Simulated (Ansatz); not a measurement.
Runs of Ansatz 0.2.0 on Co. It takes space group P6_3/mmc (No. 194, hexagonal). Conventional cell: a = 2.471 Å, b = 2.471 Å, c = 8.088 Å, α = 90.00°, β = 90.00°, γ = 120.00°. Around Co (site symmetry -6m2) lie 12 Co at 2.47 Å. Co (site symmetry -3m) is surrounded by 12 Co at 2.47 Å. 

```tsv
task	level	cell	smearing	gap on the mesh (eV)	pressure (GPa)	moment (μB)	relaxed volume (Å³/atom)
relaxation of cell and atoms	revPBE+D4	relaxed	fermi-dirac 0.05 eV	-	0.0	6.62	(a)
relaxation of cell and atoms	BLYP+D4	relaxed	fermi-dirac 0.05 eV	-	0.0	6.49	10.76
single point	PBE	as given	gaussian 0.027 eV	none	4.7	(c)	-
relaxation of cell and atoms	BLYP+D3(BJ)	relaxed	fermi-dirac 0.05 eV	none	0.0	6.43	(b)
```

Alike in all rows: potentials or basis Ansatz PAW; spin collinear, ferromagnetic start; k mesh 12 × 12 × 4; cutoff (eV) 420.

Fill in the values left out.

(a) 10.60; (b) 10.63; (c) 6.63.

Caveats: the plane-wave basis is chosen anew once the cell has moved, so the energies of steps on either side of that aren't comparable (some runs); the PAW data sets come from PBE, with cores solved anew for the run's functional, which leaves a small shift of forces and pressure (some runs); pairwise dispersion overbinds metals, which lowers pressure and volume (some runs).

A gap of «none» marks a metal or a gap under the smearing width.
